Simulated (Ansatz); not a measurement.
# LaAlO3 (Pm-3m): band-edge transport data

Consider the following.

```
CELL_PARAMETERS angstrom
      3.81243     0.00000     0.00000
      0.00000     3.81243     0.00000
      0.00000     0.00000     3.81243
ATOMIC_POSITIONS crystal
  La 0.50000 0.50000 0.50000
  Al 0.00000 0.00000 0.00000
  O  0.00000 0.50000 0.00000
  O  0.50000 0.00000 0.00000
  O  0.00000 0.00000 0.50000
```

Level of theory: PBE with spin-orbit coupling, rigid bands (plane waves, PAW; Ansatz, a first-principles code). Condition of this run: functional PBE, cell relaxed with it. Cell: cell and atoms relaxed with PBE.

```json
{
 "band_gap": "3.49 eV",
 "electron conductivity mass (300 K, dilute)": "0.63 mₑ",
 "hole conductivity mass (300 K, dilute)": "1.62 mₑ",
 "effective density of states N_c (300 K)": "2.5e19 cm⁻³",
 "effective density of states N_v (300 K)": "4.5e20 cm⁻³",
 "density_of_states_mass_electrons": "1.00 mₑ",
 "density_of_states_mass_holes": "6.9 mₑ",
 "Seebeck coefficient, n-type 1e19 cm⁻³, 300 K": "-293 μV/K",
 "best n-type power factor at 300 K for τ = 10 fs (best axis; densities from 1e16 to 1e21 cm⁻³ tried, whether or not they can be reached)": "6.1 μW/(cm·K²) at 1e20 cm⁻³",
 "Seebeck coefficient, p-type 1e19 cm⁻³, 300 K": "546 μV/K"
}
```

Rigid bands; masses and Seebeck coefficients take one relaxation time τ for all states and one kind of carrier; polarons and phonon drag are left out.

LaAlO3 (Pm-3m): a high-temperature phase held by its symmetry.
